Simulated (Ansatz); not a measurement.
Computed with DFT PBE, scalar-relativistic, plane waves, PAW in Ansatz 0.2.0. All cells share a 420 eV cutoff and Γ-centred k meshes spaced at most about 0.3 Å⁻¹ (about 0.25 or finer for metals, 2π included). No spin polarisation.

These are static total energies at zero pressure.

Compare these two cells of ZrB₂, each relaxed at this level.

1.

```cif
data_structure
_symmetry_space_group_name_H-M 'R-3m:H'
_symmetry_Int_Tables_number 166
_cell_length_a 3.1262
_cell_length_b 3.1262
_cell_length_c 12.7284
_cell_angle_alpha 90.000
_cell_angle_beta 90.000
_cell_angle_gamma 120.000
_cell_volume 107.73
loop_
_atom_site_label
_atom_site_type_symbol
_atom_site_symmetry_multiplicity
_atom_site_Wyckoff_symbol
_atom_site_fract_x
_atom_site_fract_y
_atom_site_fract_z
_atom_site_occupancy
Zr1 Zr 3 a 0.00000 0.00000 0.00000 1
B1 B 6 c 0.66667 0.33333 0.14728 1
```

2.

```cif
data_structure
_symmetry_space_group_name_H-M 'P6/mmm'
_symmetry_Int_Tables_number 191
_cell_length_a 3.1709
_cell_length_b 3.1709
_cell_length_c 3.5425
_cell_angle_alpha 90.000
_cell_angle_beta 90.000
_cell_angle_gamma 120.000
_cell_volume 30.85
loop_
_atom_site_label
_atom_site_type_symbol
_atom_site_symmetry_multiplicity
_atom_site_Wyckoff_symbol
_atom_site_fract_x
_atom_site_fract_y
_atom_site_fract_z
_atom_site_occupancy
Zr1 Zr 1 a 0.00000 0.00000 0.00000 1
B1 B 2 d 0.33333 0.66667 0.50000 1
```

Question: Which is lower in energy, and by how much?

Answer: Cell 2 is lower, by 0.90 eV/atom. Cell 1 has space group R-3m (No. 166), 12.0 Å³/atom and no gap on its mesh; cell 2 has the AlB2 type, space group P6/mmm (No. 191), 10.3 Å³/atom and no gap. Counting B atoms around Zr (those within 1.25 times the shortest such distance or 1.15 times the sum of covalent radii; a plus sign parts nearer from farther groups), cell 1 has Zr 2+6 and cell 2 has Zr 12. Cell 1 and cell 2 both hold B–B nets. The denser one is the lower, and pressure would at first widen the difference. Origin: cell 1, invented; cell 2, reached from a cell as deposited in COD, among other starts. Shaken at random and relaxed again, cell 2 came back. Checks on cell 2: no imaginary mode on a 3×3×2 q mesh.

Cells without such a test can be saddle points.
